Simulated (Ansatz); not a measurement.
Al$_{2}$Cu: what symmetry allows forces and stress to be

```xyz
3
Lattice="-2.0303 2.0303 2.8511 2.0303 -2.0303 2.8511 2.0303 2.0303 -2.8511" Properties=species:S:1:pos:R:3 pbc="T T T"
Al    0.0000    2.0753    1.4255
Al    2.0303    0.0000    1.4255
Cu    0.0000    0.0000    2.8511
```

The calculation used DFT PBEsol, scalar-relativistic, plane waves, PAW (Ansatz 0.2.0).

Plane waves to 420 eV, a k mesh through Γ of 12×12×12 on the computed 3-atom cell and Gaussian smearing (0.10 eV); no spin polarisation.

This distorted cell has space group Cm, with 2 operations.

Q: Without a calculation: in which directions can each atom feel a force?

A: A force must be left unchanged by every operation that keeps its atom in place, so it lies in the space that those operations leave fixed. Atoms that the group maps onto each other feel forces of one size.
```json
{"atom": "Al1", "site symmetry": "m", "operations at the site": "2", "equivalent to atom": "1", "allowed force (Cartesian)": "in the plane normal to (1.00, 0.00, 0.00)"}
{"atom": "Al2", "site symmetry": "m", "operations at the site": "2", "equivalent to atom": "2", "allowed force (Cartesian)": "in the plane normal to (1.00, 0.00, 0.00)"}
{"atom": "Cu3", "site symmetry": "m", "operations at the site": "2", "equivalent to atom": "3", "allowed force (Cartesian)": "in the plane normal to (1.00, 0.00, 0.00)"}
```

That leaves 6 independent force components of 9, tied by 2 conditions that the forces sum to zero, so 4 remain. A relaxation in this cell that keeps the symmetry moves the atoms in these directions alone.

Q: And the stress tensor?

A: It must be invariant under the point group, which leaves 4 independent components: xz, xy vanish.

Q: Do the computed values obey this?

A: Yes. Forces (eV/Å):
```
Al1  0.000 -0.263 -0.014
Al2  0.000  0.091  0.001
Cu3  0.000  0.171  0.013
```

Stress (GPa, compression positive, xx yy zz yz xz xy): -0.32 -0.25 0.33 0.77 0.00 0.00. The program imposes the same operations on density, forces and stress, so this confirms the analysis and is no independent test of the calculation.